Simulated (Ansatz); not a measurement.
What does this script print? It uses the Python package of Ansatz (0.2.0).

`vcrelax_vo2.py`:
```python
import warnings

import ansatz as az
from ase import Atoms
from ase.data import atomic_numbers
from ase.io import write
from ase.neighborlist import neighbor_list
import numpy as np
import spglib

def edges_and_angles(cell):
    cell = np.asarray(cell)
    a, b, c = np.linalg.norm(cell, axis=1)
    cosines = cell[1] @ cell[2] / (b * c), cell[0] @ cell[2] / (a * c), cell[0] @ cell[1] / (a * b)
    return (a, b, c, *np.degrees(np.arccos(cosines)))

warnings.simplefilter("ignore", az.DeckWarning)

lattice = az.Lattice.of(
    (4.53, 0.0, 0.0),
    (0.0, 4.53, 0.0),
    (0.0, 0.0, 2.869),
)
sites = [
    ("V", (0.0, 0.0, 0.0)),
    ("V", (0.5, 0.5, 0.5)),
    ("O", (0.305, 0.305, 0.0)),
    ("O", (0.195, 0.805, 0.5)),
    ("O", (0.695, 0.695, 0.0)),
    ("O", (0.805, 0.195, 0.5)),
]
structure = az.Crystal(lattice=lattice)
for symbol, position in sites:
    structure = structure.atom(symbol, position)
structure = structure.moments(V=1.5)

base = structure.calculation()
base = base.pseudopotentials("paw")
base = base.basis(470)
base = base.kpoints(density=3.1).occupations("Gaussian")
base = base.spin(az.SpinTreatment.COLLINEAR)
base = base.relax(max_steps=100, pressure=50 * az.kbar)
steps = []


def follow(event):
    if event["event"] != "relax_step":
        return
    row = event["data"]
    steps.append(row)
    print(f"step {row['step']:3d}  E = {row['lagrangian_ev']:.5f} eV  largest force component = {row['allowed_force_max_ev_ang']:.4f} eV/A  P = {row['pressure_gpa']:.3f} GPa")


result = base.session().plan(threads=1).execute(on_event=follow)
data = result.report

first, last = steps[0], steps[-1]
symbols = [site.symbol for site in result.lattice.sites]
print(f"energy gained {first['lagrangian_ev'] - last['lagrangian_ev']:.4f} eV in {len(steps) - 1} steps")
for label, vectors in (("before", first["cell_ang"]), ("after", result.lattice.cell_ang)):
    print(label, "a b c (A) {:.4f} {:.4f} {:.4f}  angles {:.2f} {:.2f} {:.2f}".format(*edges_and_angles(vectors)), f" V = {abs(np.linalg.det(vectors)):.3f} A^3")
print("final stress xx yy zz (GPa, compression positive):", np.round(np.diag(data["stress_gpa"]), 3) + 0.0)

fractions = [site.position_frac for site in result.lattice.sites]
numbers = [atomic_numbers[s] for s in symbols]
for tolerance in (1e-3, 1e-2, 1e-1):
    print(f"space group at {tolerance} A:", spglib.get_spacegroup((result.lattice.cell_ang, fractions, numbers), symprec=tolerance))

print("atom   start x y z (A)              end x y z (A)")
for symbol, a, b in zip(symbols, first["positions_ang"], last["positions_ang"]):
    print(f"{symbol:3s}", " ".join(f"{v:8.4f}" for v in a), "  ", " ".join(f"{v:8.4f}" for v in b))

relaxed = Atoms(symbols, positions=[site.position_ang for site in result.lattice.sites], cell=result.lattice.cell_ang, pbc=True)
write("relaxed.vasp", relaxed, format="vasp")

final = Atoms(symbols, positions=last["positions_ang"], cell=result.lattice.cell_ang, pbc=True)
i, j, d = neighbor_list("ijd", final, 4.5)
print("neighbours within 1.2 times the shortest distance of each atom (A)")
for atom in range(len(final)):
    near = [m for m in np.argsort(d) if i[m] == atom]
    shell = [m for m in near if d[m] < 1.2 * d[near[0]]]
    print(f"{symbols[atom]}{atom} ({len(shell)}):", ", ".join(f"{symbols[j[m]]} {d[m]:.3f}" for m in shell))

print("%-22s %14.5f eV" % ("F = E - TS", data["free_energy_ev"]))
print("%-22s %14.5f eV" % ("E", data["internal_energy_ev"]))
print("%-22s %14.5f eV" % ("Harris-Foulkes", data["harris_foulkes_ev"]))
print("%-22s %14.5f eV" % ("Fermi level", data["fermi_energy_ev"]))
```

```console
$ python vcrelax_vo2.py
step   1  E = -8098.72175 eV  largest force component = 0.4125 eV/A  P = 4.532 GPa
step   2  E = -8098.76306 eV  largest force component = 0.2013 eV/A  P = 4.519 GPa
step   3  E = -8098.76104 eV  largest force component = 0.0430 eV/A  P = 5.411 GPa
step   4  E = -8098.76637 eV  largest force component = 0.0168 eV/A  P = 4.431 GPa
step   5  E = -8098.76304 eV  largest force component = 0.0005 eV/A  P = 5.006 GPa
step   6  E = -8098.76280 eV  largest force component = 0.0005 eV/A  P = 4.999 GPa
energy gained 0.0410 eV in 5 steps
before a b c (A) 4.5300 4.5300 2.8690  angles 90.00 90.00 90.00  V = 58.874 A^3
after a b c (A) 4.5498 4.5498 2.8211  angles 90.00 90.00 90.00  V = 58.399 A^3
final stress xx yy zz (GPa, compression positive): [5.011 5.011 4.975]
space group at 0.001 A: P4_2/mnm (136)
space group at 0.01 A: P4_2/mnm (136)
space group at 0.1 A: P4_2/mnm (136)
atom   start x y z (A)              end x y z (A)
V     0.0000   0.0000   0.0000     -0.0000  -0.0000   0.0000
V     2.2650   2.2650   1.4345      2.2749   2.2749   1.4106
O     1.3817   1.3817   0.0000      1.3610   1.3610   0.0000
O     0.8834   3.6467   1.4345      0.9139   3.6359   1.4106
O     3.1483   3.1483   0.0000      3.1888   3.1888   0.0000
O     3.6467   0.8834   1.4345      3.6359   0.9139   1.4106
neighbours within 1.2 times the shortest distance of each atom (A)
V0 (6): O 1.913, O 1.913, O 1.913, O 1.913, O 1.925, O 1.925
V1 (6): O 1.913, O 1.913, O 1.913, O 1.913, O 1.925, O 1.925
O2 (3): V 1.913, V 1.913, V 1.925
O3 (3): V 1.913, V 1.913, V 1.925
O4 (3): V 1.913, V 1.913, V 1.925
O5 (3): V 1.913, V 1.913, V 1.925
F = E - TS                -8098.76280 eV
E                         -8098.74627 eV
Harris-Foulkes            -8098.76280 eV
Fermi level                  11.21515 eV
```

`relaxed.vasp`, as written:
```text
V  O
 1.0000000000000000
     4.5497944063626452    0.0000000000000000    0.0000000000000000
    -0.0000000000000000    4.5497944063626452    0.0000000000000000
     0.0000000000000000    0.0000000000000000    2.8211270828033115
 V   O
   2   4
Cartesian
 -0.0000000000000000 -0.0000000000000000  0.0000000000000000
  2.2748972031813226  2.2748972031813226  1.4105635414016557
  1.3610254832522442  1.3610254832522442  0.0000000000000000
  0.9138717199290786  3.6359226864335672  1.4105635414016557
  3.1887689231104011  3.1887689231104011  0.0000000000000000
  3.6359226864335672  0.9138717199290786  1.4105635414016557
```

What to keep in mind:
- Total energies depend on the potentials; only differences at equal settings carry meaning. A total without «per atom» is that of the cell as typed.
- The magnetic order follows from the starting moments and needn't be the lowest.
- Part of the cell is held or a pressure is applied, so the end point needn't be the zero-pressure lattice.
- At a fixed pressure a relaxation lowers the enthalpy F + PV, while F alone can rise.
- Only differences from the Fermi energy are physical; the zero of the scale is a convention.
- Energies along a relaxation are free energies. Rows at an unchanged volume are solved on a plane-wave basis chosen afresh for that cell, so the energy jumps there and such rows are no steps of the walk.
- Of the deposited cell: the entry's cell lengths or inner coordinates differ somewhat from later room-temperature determinations.
- This is a high-temperature or high-pressure form, not the ambient phase.
- Symmetry holds the cell in this phase, whether or not it is the stable one at this pressure.
- Without a Hubbard U or exact exchange, semilocal functionals often make such 3d compounds metallic or too weakly gapped.
- No functional is typed, so the default, PBE, holds.
- The starting cell is as deposited in a crystallographic database; the results hold for this polymorph, which needn't be the stable one.
- Processor time in the engine: 35 s on 1 thread of Intel(R) Xeon(R) Processor @ 2.30GHz, with other jobs on the host, peak memory 0.64 GiB.
